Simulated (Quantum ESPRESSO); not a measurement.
The system is Ba.

```xyz
1
Lattice="-2.5065 2.5065 2.5065 2.5065 -2.5065 2.5065 2.5065 2.5065 -2.5065" Properties=species:S:1:pos:R:3 pbc="T T T"
Ba    0.0000    0.0000    0.0000
```

Base run:

* Program: Quantum ESPRESSO 7.5
* Functional: RPBE
* Potentials or basis: SG15 PBE 1.2
* Cutoff: 599 eV
* Density cutoff: 2395 eV
* k mesh: 8 × 8 × 8
* Occupations: fermi-dirac, width 0.05 eV
* Spin: no spin polarisation

Its results: band gap on the k mesh none (metal or under the smearing width); pressure 0.7 GPa.

The run is repeated on the same cell with these changes: functional from RPBE to PBEsol. What comes out?

Band gap on the k mesh none (metal or under the smearing width); pressure -0.7 GPa.

PBEsol binds more tightly than RPBE, so the same cell stands under less pressure.

Caveats: the potentials were made for another functional, which shifts forces and pressure; some levels on the path didn't converge; spin-orbit coupling is left out, which moves the levels of the heavy elements.
